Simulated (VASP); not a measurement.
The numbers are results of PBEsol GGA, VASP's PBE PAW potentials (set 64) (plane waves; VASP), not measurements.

VASP ran on this input.

**KPOINTS**
```
Automatic mesh
0
Gamma
6 6 6
0 0 0
```

INCAR:
```
! general
SYSTEM   =  CsBr
PREC     =  Accurate
ENCUT    =  480
LREAL    =  .FALSE.
LASPH    =  .TRUE.

! electronic loop
EDIFF    =  1E-6
NELM     =  100
ALGO     =  Normal
LMAXMIX  =  4

! smearing
ISMEAR   =  0
SIGMA    =  0.05

! functional
GGA      =  PS

! ions
IBRION   =  2
NSW      =  60
ISIF     =  3
EDIFFG   =  -0.01

! output
LWAVE    =  .FALSE.
LCHARG   =  .FALSE.
```

**POSCAR**
```
CsBr
1
    4.2900000000     0.0000000000     0.0000000000
    0.0000000000     4.2900000000     0.0000000000
    0.0000000000     0.0000000000     4.2900000000
Cs Br
1 1
Direct
  0.0000000000   0.0000000000   0.0000000000
  0.5000000000   0.5000000000   0.5000000000
```

POTCAR, in this order: Cs_sv Br (PBE.64 set). Program: vasp_std.

What VASP printed:

**OSZICAR**
```
       N       E                     dE             d eps       ncg     rms          rms(c)
DAV:   1     0.883680772990E+02    0.88368E+02   -0.62999E+03   480   0.105E+03
DAV:   2    -0.324148693105E+00   -0.88692E+02   -0.81728E+02   740   0.176E+02
DAV:   3    -0.653598580593E+01   -0.62118E+01   -0.61959E+01   588   0.528E+01
DAV:   4    -0.659065053938E+01   -0.54665E-01   -0.54635E-01   568   0.601E+00
DAV:   5    -0.659110366497E+01   -0.45313E-03   -0.45308E-03   588   0.531E-01    0.169E+00
DAV:   6    -0.637912871087E+01    0.21197E+00   -0.32303E-01   532   0.293E+00    0.966E-01
DAV:   7    -0.634289339237E+01    0.36235E-01   -0.15318E-01   620   0.204E+00    0.516E-01
DAV:   8    -0.634386783729E+01   -0.97444E-03   -0.10221E-02   552   0.698E-01    0.856E-02
DAV:   9    -0.634413380800E+01   -0.26597E-03   -0.16904E-03   608   0.251E-01    0.651E-02
DAV:  10    -0.634415491031E+01   -0.21102E-04   -0.10787E-04   544   0.805E-02    0.130E-02
DAV:  11    -0.634416012005E+01   -0.52097E-05   -0.34582E-05   576   0.343E-02    0.505E-03
DAV:  12    -0.634415962057E+01    0.49948E-06   -0.71914E-06   564   0.165E-02
   1 F= -.63441596E+01 E0= -.63441596E+01  d E =-.634416E+01
       N       E                     dE             d eps       ncg     rms          rms(c)
DAV:   1    -0.636981267907E+01   -0.25653E-01   -0.43770E-01   480   0.428E+00    0.689E-01
DAV:   2    -0.635105853535E+01    0.18754E-01   -0.27379E-02   492   0.980E-01    0.279E-01
DAV:   3    -0.634677207643E+01    0.42865E-02   -0.13343E-02   480   0.684E-01    0.112E-01
DAV:   4    -0.634667807802E+01    0.93998E-04   -0.41074E-04   512   0.133E-01    0.370E-02
DAV:   5    -0.634667707258E+01    0.10054E-05   -0.38987E-05   580   0.403E-02    0.190E-02
DAV:   6    -0.634667841728E+01   -0.13447E-05   -0.25706E-06   440   0.117E-02    0.390E-03
DAV:   7    -0.634667844004E+01   -0.22758E-07   -0.45217E-07   284   0.403E-03
   2 F= -.63466784E+01 E0= -.63466784E+01  d E =-.251882E-02
       N       E                     dE             d eps       ncg     rms          rms(c)
DAV:   1    -0.636231358535E+01   -0.15635E-01   -0.28189E-01   480   0.343E+00    0.553E-01
DAV:   2    -0.635025809340E+01    0.12055E-01   -0.17511E-02   492   0.786E-01    0.224E-01
DAV:   3    -0.634748540423E+01    0.27727E-02   -0.86331E-03   480   0.551E-01    0.904E-02
DAV:   4    -0.634742821724E+01    0.57187E-04   -0.26268E-04   496   0.106E-01    0.296E-02
DAV:   5    -0.634742784604E+01    0.37120E-06   -0.25725E-05   548   0.327E-02    0.152E-02
DAV:   6    -0.634742885501E+01   -0.10090E-05   -0.16189E-06   336   0.945E-03    0.317E-03
DAV:   7    -0.634742890253E+01   -0.47524E-07   -0.43449E-07   240   0.420E-03
   3 F= -.63474289E+01 E0= -.63474289E+01  d E =-.326928E-02
```

**OUTCAR**
```
------------------------ aborting loop because EDIFF is reached ----------------------------------------
  FORCE on cell =-STRESS in cart. coord.  units (eV):
  Direction    XX          YY          ZZ          XY          YZ          ZX
  --------------------------------------------------------------------------------------
  Total       -0.0123757     -0.0123757     -0.0123757      0.0000000     -0.0000000      0.0000000
  in kB       -0.2583097     -0.2583097     -0.2583097      0.0000000     -0.0000000      0.0000000
  external PRESSURE =      -0.2583097 kB  Pullay stress =       0.0000000 kB
  volume of cell :       76.76
      direct lattice vectors                 reciprocal lattice vectors
     4.249909675 -0.000000000  0.000000000     0.235299118 -0.000000000 -0.000000000
     0.000000000  4.249909675  0.000000000     0.000000000  0.235299118 -0.000000000
     0.000000000  0.000000000  4.249909675    -0.000000000  0.000000000  0.235299118
 POSITION                                       TOTAL-FORCE (eV/Angst)
 -----------------------------------------------------------------------------------
      0.00000      0.00000      0.00000        -0.000000      0.000000      0.000000
      2.12495      2.12495      2.12495         0.000000      0.000000      0.000000
 -----------------------------------------------------------------------------------
    total drift:                                0.000000      0.000000     -0.000000
  FREE ENERGIE OF THE ION-ELECTRON SYSTEM (eV)
  ---------------------------------------------------
  free  energy   TOTEN  =        -6.3474289025 eV

  energy  without entropy=       -6.3474289025  energy(sigma->0) =       -6.34742890

 reached required accuracy - stopping structural energy minimisation
```
(Selected blocks of OUTCAR.)

CONTCAR:
```
CsBr
   1.00000000000000
     4.2499096751327192   -0.0000000000000000    0.0000000000000000
     0.0000000000000000    4.2499096751327192    0.0000000000000000
     0.0000000000000000    0.0000000000000000    4.2499096751327192
  Cs              Br
     1     1
Direct
     0.0000000000000000    0.0000000000000000    0.0000000000000000
     0.5000000000000000    0.5000000000000000    0.5000000000000000
```

Energy and stress use the plane-wave basis of the starting cell.

The compound is CsBr in the CsCl type structure. This run relaxes it. Symmetry was kept, so distortions that lower it aren't found.
